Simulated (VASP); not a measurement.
Sb: single point with PBEsol

Crystal: Sb.

```
Sb
1.0
     0.00000    2.37124    2.37124
     2.37124    0.00000    2.37124
     2.37124    2.37124    0.00000
Sb
1
Direct
  0.00000 0.00000 0.00000
```

This isn't the form of Sb at room conditions, which is rhombohedral.

```
Program             : VASP 6.6.1
Task                : single point
Functional          : PBEsol
Potentials or basis : VASP PAW PBE potentials, release 64 (Sb)
Cutoff              : 520 eV
k mesh              : 10 × 10 × 10
Occupations         : fermi-dirac, width 0.05 eV
Spin                : no spin polarisation
```

The pressure is -1.2 GPa and the band gap on the k mesh is none (metal or under the smearing width).

Levels at points of the mesh, in eV from the Fermi level:
```
           k point  band 1  band 2  band 3  band 4  band 5  band 6
(0.00, 0.00, 0.00)  -12.98    5.42    5.42    5.42   10.05   10.05
(0.50, 0.00, 0.00)   -9.17   -5.86    3.71    3.71    8.28    9.18
(0.50, 0.50, 0.00)   -7.52   -4.95    0.41    0.41    4.17    4.65
```

It took 10 s on 1 thread of Intel(R) Xeon(R) Platinum 8259CL CPU @ 2.50GHz (Skylake/Cascade Lake) (shared host), peak memory 0.15 GiB.

Caveat: the PAW data sets were made with another functional, which shifts forces and pressure a little. Spin-orbit coupling is left out, which matters for the levels of Sb.
